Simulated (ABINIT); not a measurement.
Crystal: Si2W.

```
W Si
1.0
    -1.60690    1.60690    3.91495
     1.60690   -1.60690    3.91495
     1.60690    1.60690   -3.91495
W Si
1 2
Direct
  0.00000 0.00000 0.00000
  0.66530 0.66530 0.00000
  0.33470 0.33470 0.00000
```

* Program: ABINIT 10.8.3 (patched build)
* Task: relaxation of cell and atoms
* Functional: AM05
* Potentials or basis: JTH PAW PBE v2.0
* Cutoff: 517 eV
* k mesh: 8 × 8 × 8
* Occupations: fermi-dirac, width 0.05 eV
* Spin: no spin polarisation

At the start: pressure -3.4 GPa; volume 13.48 Å³/atom.

Question: How do energy, volume and symmetry change on relaxing?

Answer: Over 7 steps the energy falls by 2.2 meV/atom and the volume is 13.28 Å³/atom (-1.5 %); space group I4/mmm (No. 139, to 0.05 Å).

The path:
```tsv
step	energy change (eV)	largest force (eV/Å)	pressure (GPa)	volume (Å³)
1	0.0000	0.0037	-3.43	40.44
2	-0.0060	0.0296	-1.01	40.01
3	-0.0066	0.0317	0.04	39.83
4	-0.0066	0.0242	0.05	39.83
5	-0.0067	0.0087	0.00	39.83
6	-0.0067	0.0051	0.00	39.83
7	-0.0067	0.0001	0.00	39.83
```

Final structure:
```yaml
crystal:
  lattice:
    - [-1.59756, 1.59756, 3.90158]
    - [1.59756, -1.59756, 3.90158]
    - [1.59756, 1.59756, -3.90158]
  atoms:
    - { symbol: W, position: [0.00000, 0.00000, 0.00000] }
    - { symbol: Si, position: [0.66555, 0.66555, 0.00000] }
    - { symbol: Si, position: [0.33445, 0.33445, 0.00000] }
```

Caveat: the PAW data sets were made with another functional, which shifts forces and pressure a little.
